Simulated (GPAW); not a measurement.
Runs of GPAW 26.7.0 on Ta. It takes space group Im-3m (No. 229, cubic). The conventional cell has a = 3.303 Å, b = 3.303 Å, c = 3.303 Å, α = 90.00°, β = 90.00°, γ = 90.00°. Ta (site symmetry m-3m) has 8 Ta at 2.86 Å as nearest neighbours. 

| task | level | potentials or basis | spin | cell | k mesh | band path | band points | spin axis theta (degrees) | spin axis phi (degrees) | optimizer | gap on the mesh (eV) | pressure (GPa) | relaxed volume (Å³/atom) |
| --- | --- | --- | --- | --- | --- | --- | --- | --- | --- | --- | --- | --- | --- |
| band structure | r2SCAN | GPAW PAW data sets (gpaw-data 1.2.1), pw | SOC, no magnetisation | as given | 8 × 8 × 8 | GHNGPH,PN | 100 | 0 | 0 | - | - | -0.8 | - |
| relaxation of cell and atoms | RPBE+D3(BJ) | the program's PAW data sets (release 1.2.1) made for this functional, pw | off | relaxed | 11 × 11 × 11 | - | - | - | - | LBFGS | none | -0.5 | - |
| relaxation of cell and atoms | PBEsol+D4 | PAW data sets generated in the run's folder for this functional, pw | off | relaxed | 11 × 11 × 11 | - | - | - | - | BFGS | none | 0.0 | 17.52 |
| relaxation of cell and atoms | revPBE+D4 | the program's PAW data sets (release 1.2.1) made for this functional, pw | off | relaxed | 11 × 11 × 11 | - | - | - | - | LBFGS | none | 0.1 | 18.16 |
| relaxation of cell and atoms | PBEsol+D3(BJ) | PAW data sets generated in the run's folder for this functional, pw | off | relaxed | 11 × 11 × 11 | - | - | - | - | FIRE | none | 0.1 | (b) |
| relaxation of cell and atoms | BLYP+D3(BJ) | PAW data sets generated in the run's folder for this functional, pw | off | relaxed to 20 GPa | 11 × 11 × 11 | - | - | - | - | BFGS | none | 19.5 | - |
| relaxation of cell and atoms | RPBE+D4 | the program's PAW data sets (release 1.2.1) made for this functional, pw | off | relaxed | 11 × 11 × 11 | - | - | - | - | BFGS | none | 0.1 | (a) |

Alike in all rows: cutoff (eV) 600; smearing fermi-dirac 0.05 eV.

Task: Fill in the values left out.

Result: (a) 18.18; (b) 17.10.

Caveats: later steps reuse the first step's grids (some runs); pairwise dispersion overbinds metals, which lowers pressure and volume (some runs); spin-orbit coupling was added after a scalar SCF, so levels and gaps hold it while energy, forces, pressure and moments don't (some runs); this program's spin-orbit splittings come out too wide for heavy elements (some runs); the PAW data sets were made with another functional, which shifts forces and pressure a little (some runs); the volume moved by over 15 % at a fixed basis, so the end points are rough (some runs); the volume moved by -15 % from the deposited cell, more than functionals usually miss (some runs).

A k mesh can miss the band edges, and rows without SOC leave out spin-orbit coupling on Ta.

A gap of «none» marks a metal or a gap under the smearing width.

Runs at the PBE level aren't shown here.
